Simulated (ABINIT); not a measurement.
Runs of ABINIT 10.8.3 (patched build) on TiC. It takes space group Fm-3m (No. 225, cubic). The conventional cell has a = 4.331 Å, b = 4.331 Å, c = 4.331 Å, α = 90.00°, β = 90.00°, γ = 90.00°. Ti (site symmetry m-3m) has 6 C at 2.17 Å as nearest neighbours. C (site symmetry m-3m) has 6 Ti at 2.17 Å as nearest neighbours. The cell is a database's computed one.

| task | level | potentials or basis | k mesh | cutoff (eV) | fine-grid cutoff | dispersion computed by | gap on the mesh (eV) | pressure (GPa) | V0 of scaled cells (Å³/atom) | B0 (GPa) |
| --- | --- | --- | --- | --- | --- | --- | --- | --- | --- | --- |
| equation of state | SOGGA | JTH PAW PBE v2.0 | 11 × 11 × 11 | 517 | 1034.03 eV | - | - | - | 9.86 | 274 |
| equation of state | RPBE+D3 | JTH PAW PBE v2.0 | 11 × 11 × 11 | 517 | 1034.03 eV | simple-dftd3 1.7.0 | - | - | 10.04 | (c) |
| single point | PBE | JTH PAW PBE v2.0 | 14 × 14 × 14 | 517 | 1034.03 eV | - | none | 0.7 | - | - |
| equation of state | PBEsol | JTH PAW PBE v2.0 | 11 × 11 × 11 | 517 | 1034.03 eV | - | - | - | 9.92 | 268 |
| band structure | AM05 | JTH PAW PBE v2.0 | 11 × 11 × 11 | 517 | 1034.03 eV | - | none | -7.0 | - | - |
| band structure | PBE | PseudoDojo NC SR PBE v0.5 standard | 11 × 11 × 11 | 1143 | - | - | none | 0.3 | - | - |
| equation of state | revPBE+D3(BJ) | JTH PAW PBE v2.0 | 11 × 11 × 11 | 517 | 1034.03 eV | - | - | - | (a) | 276 |
| single point | PBE | JTH PAW PBE v2.0 | 7 × 7 × 7 | 517 | 1034.03 eV | - | none | 0.8 | - | - |
| equation of state | PBEsol | JTH PAW PBE v2.0 | 11 × 11 × 11 | 680 | 1278.94 eV | - | - | - | (b) | 267 |
| equation of state | BP86+D2 | JTH PAW PBE v2.0 | 11 × 11 × 11 | 517 | 1034.03 eV | - | - | - | 10.14 | 260 |
| band structure | PBEsol | PseudoDojo NC SR PBEsol v0.4.1 standard | 11 × 11 × 11 | 1143 | - | - | none | -6.5 | - | - |
| equation of state | PBE | JTH PAW PBE v2.0 | 11 × 11 × 11 | 680 | 1278.94 eV | - | - | - | 10.19 | 251 |

Alike in all rows: no spin polarisation; cell as given; smearing fermi-dirac 0.05 eV.

Question: Fill in the values left out.

Answer: (a) 9.76; (b) 9.93; (c) 250.

Caveats: pressures at fixed basis lie under the slope of the energies (some runs); the PAW data sets were made with another functional, which shifts forces and pressure a little (some runs).

A gap of «none» marks a metal or a gap under the smearing width.
